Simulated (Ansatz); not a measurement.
NaCl (Fm-3m), a film clamped to a substrate

Computed with DFT PBE, scalar-relativistic, plane waves, PAW (Ansatz 0.2.0). The runs took a 420 eV cutoff, a Γ-centred 8×8×8 mesh and Gaussian smearing (0.05 eV). No spin polarisation. Energies are free energies at this smearing, counted from the undisturbed cell; pressure is positive in compression.

Reference structure (as given, not relaxed at this level; it stands at 0.4 GPa):

```
Na Cl
1.0
     0.00000    2.83175    2.83175
     2.83175    0.00000    2.83175
     2.83175    2.83175    0.00000
Na Cl
1 1
Direct
  0.00000 0.00000 0.00000
  0.50000 0.50000 0.50000
```

The cell (2 atoms, V0 = 45.41 Å³) is strained by p along both x and y and by q along z, fractional coordinates fixed. τp = (1/V0) ∂E/∂p = (σxx + σyy)(1 + p)(1 + q) and τq = (1/V0) ∂E/∂q = σzz(1 + p)², with tension positive.

```csv
p,q,ΔE (meV/atom),τp (GPa),τq (GPa)
0.000,0.000,0.00,-0.84,-0.42
-0.040,0.000,21.84,-7.37,-1.39
0.040,0.000,7.55,3.16,0.54
0.000,-0.040,9.41,-1.86,-3.13
0.000,0.040,2.53,0.08,1.16
```

Problem. Get the second derivatives of the energy density.

Solution. Central differences give A = ∂τp/∂p = 132 GPa (C11 + C22 + 2 C12), C = ∂τq/∂q = 54 GPa (C33) and the cross term B = ∂τq/∂p = 24.2 GPa (C13 + C23); ∂τp/∂q = 24.2 GPa must equal B, and any difference shows higher-order terms. Steps this large leave an error of some per cent of A or C in all of these, which can swamp a small B. The ions are clamped. In a cubic crystal C11 = C = 54, C12 = B/2 = 12.1 GPa and A should be 2(C11 + C12) = 131 GPa; the bulk modulus is (C11 + 2 C12)/3 = 25.9 GPa.

Problem. A film of this crystal grows with z along the normal on a substrate that imposes p. How does its thickness respond, and what does the misfit cost?

Solution. Count p and q from the stress-free cell. A free surface needs τq = 0, so q = −(B/C) p = -0.45 p. The energy density left is (A − B²/C) p²/2 = M p², with the biaxial modulus M = 60 GPa; a misfit of 1 % costs 0.86 meV/atom, against 0.93 meV/atom if the thickness were held.

At p = -0.080 the energies along q are 153.9 (q = -0.080), 111.8 (q = -0.040), 90.7 (q = 0.000), 82.9 (q = 0.040), 82.9 (q = 0.080) meV/atom.

Problem. Does the linear rule hold at this misfit?

Solution. A parabola through the lowest point and its neighbours has its minimum at q = 0.060, 81.9 meV/atom. With the stress left in the starting cell, τp0 and τq0, linear elasticity gives q = −(τq0 + Bp)/C = 0.044 and E = V0(τp0 p + τq0 q + Ap²/2 + Bpq + Cq²/2)/N = 62.0 meV/atom. The energies differ by more than a tenth, so the quadratic law fails here: the gap holds the anharmonic part, with some error from the wide steps. Cubic terms also shift the vertex of so wide a parabola.